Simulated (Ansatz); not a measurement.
Crystal: ZrS2.

```
CELL_PARAMETERS angstrom
3.69138 0.00000 0.00000
-1.84569 3.19683 0.00000
0.00000 0.00000 6.04108
ATOMIC_POSITIONS crystal
Zr 0.00000 0.00000 0.00000
S 0.33333 0.66667 0.23791
S 0.66667 0.33333 0.76209
```

The cell is a database's computed one.

Program: Ansatz 0.2.0. Alike in all runs: cell as given. Hardware: 2 threads of Arm Neoverse V2, on a shared host.

Question: Order these runs on this cell by their wall time, lowest first.
A. task optical spectrum; level RPBE+D3(BJ); potentials or basis JTH PAW; spin off; k mesh 8 × 8 × 5; cutoff (eV) 990; smearing gaussian 0.1 eV; broadening 0.1 eV
B. task single point; level r2SCAN+rVV10; potentials or basis Ansatz PAW; spin SOC, no magnetisation; k mesh 8 × 8 × 5; cutoff (eV) 500; smearing fixed; driver chain
C. task electric field gradients; level r2SCAN-EpsX; potentials or basis Ansatz PAW; spin off; k mesh 5 × 5 × 3; cutoff (eV) 500; smearing methfessel-paxton 0.025 eV; driver chain

Answer: B (31 s), A (62 s), C (150 s).

Caveats: spectra need much finer meshes, so this one isn't converged (some runs); independent-particle spectra lack excitons (some runs).

Runs at the PBE level aren't shown here.
